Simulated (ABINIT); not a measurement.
Wanted: the native input for an ABINIT 10.8.3 (patched build) run.

```yaml
Task: single point
Functional: r2SCAN
Potentials_or_basis: Ansatz PAW PBE default generated set, frozen core
Cutoff: 517 eV
k_mesh: 11 × 11 × 11
Occupations: fermi-dirac, width 0.05 eV
Spin: collinear spin, ferromagnetic start
Starting_moments: "[2.0, 0.0] μB"
Fine-grid_cutoff: 1034.03 eV
```

CoO:

```
CELL_PARAMETERS angstrom
0.00000 2.13150 2.13150
2.13150 0.00000 2.13150
2.13150 2.13150 0.00000
ATOMIC_POSITIONS crystal
Co 0.00000 0.00000 0.00000
O 0.50000 0.50000 0.50000
```

The input as run:

run.abi

```
# Pseudopotentials
pp_dirpath "./"
pseudos "Co.GGA_PBE-ansatz.xml, O.GGA_PBE-ansatz.xml"

# Structure
acell 3*1.0
rprim
     0.0000000000     4.0279512346     4.0279512346
     4.0279512346     0.0000000000     4.0279512346
     4.0279512346     4.0279512346     0.0000000000
ntypat 2
znucl 27 8
natom 2
typat 1 2
xred
     0.0000000000     0.0000000000     0.0000000000
     0.5000000000     0.5000000000     0.5000000000

# Plane-wave basis
ecut 19.0
pawecutdg 38.0
pawovlp 30

# k points
kptopt 1
ngkpt 11 11 11
nshiftk 1
shiftk 0.0 0.0 0.0

# Exchange and correlation
ixc -497498
usekden 1
pawxcdev 0

# Bands and occupations
nband 16
occopt 3
tsmear 0.00183747

# Spin
nsppol 2
spinat
     0.0000000000     0.0000000000     2.0000000000
     0.0000000000     0.0000000000     0.0000000000

# SCF cycle
nstep 100
tolvrs 1.0e-7

# Output
iomode 3
prtwf 0
prteig 0
prtebands 0
enunit 1
prtden 1
prtvha 1
prtvclmb 1
prtpot 1
```

Potentials or basis: Ansatz PAW PBE default generated set, frozen core.

Command:

```bash
$ mpirun --bind-to none -np 4 abinit run.abi > log 2>&1
```

It gave:

```yaml
Pressure: -7.4 GPa
Band_gap_on_the_k_mesh: none (metal or under the smearing width)
Net_moment: 3.00 μB per cell
Site_moments: Co +2.72; O +0.30 μB
```

Caveat: the PAW data sets were made with another functional, which shifts forces and pressure a little; a cell with one magnetic atom can't hold antiferromagnetic order, which such compounds often take; semilocal functionals often make such compounds metallic where correlation or magnetic order opens a gap, which also shifts bond lengths; the atomic spheres overlap.

Wall time 2 min on 4 MPI ranks on Arm Neoverse V2, with other jobs on the host, peak memory 1.4 GiB a rank.
